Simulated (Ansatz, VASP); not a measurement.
**Au: VASP beside Ansatz**

```
CELL_PARAMETERS angstrom
2.90308 0.00000 0.00000
-1.45154 2.51414 0.00000
0.00000 0.00000 4.95291
ATOMIC_POSITIONS crystal
Au 0.66667 0.33333 0.75000
Au 0.33333 0.66667 0.25000
```

Alike in both runs: task relaxation of cell and atoms; functional PBE; k mesh 6 × 6 × 4; occupations gaussian, width 0.1 eV; no spin polarisation.

|  | VASP | Ansatz |
| --- | --- | --- |
| version | VASP 6.6.1 | Ansatz 0.2.0 |
| potentials or method | VASP PAW PBE potentials, release 64 (Au) | scalar-relativistic, plane waves, PAW |
| plane-wave cutoff (eV) | 600 | 420 |
| valence electrons in the cell | 22 | 38 |

```tsv
	VASP	Ansatz	Ansatz less VASP
gap on the k mesh at the Fermi level, each at its own relaxed structure (eV)	none	none	-
relaxed volume (Å³/atom)	18.14	18.15	+0.009
relaxed cell length with the largest relative difference (Å)	2.975	2.976	+0.0013
energy change over the relaxation (meV/atom)	-21	-21	+0.1
```

A gap of «none» marks a metal or a gap that the smearing closes. The two sets of potentials don't hold the same shells in valence.

Caveats: the k mesh is coarse (spacing up to 0.42 Å⁻¹), so the values aren't converged. The runs have no spin-orbit coupling, so splittings on Au are missing.
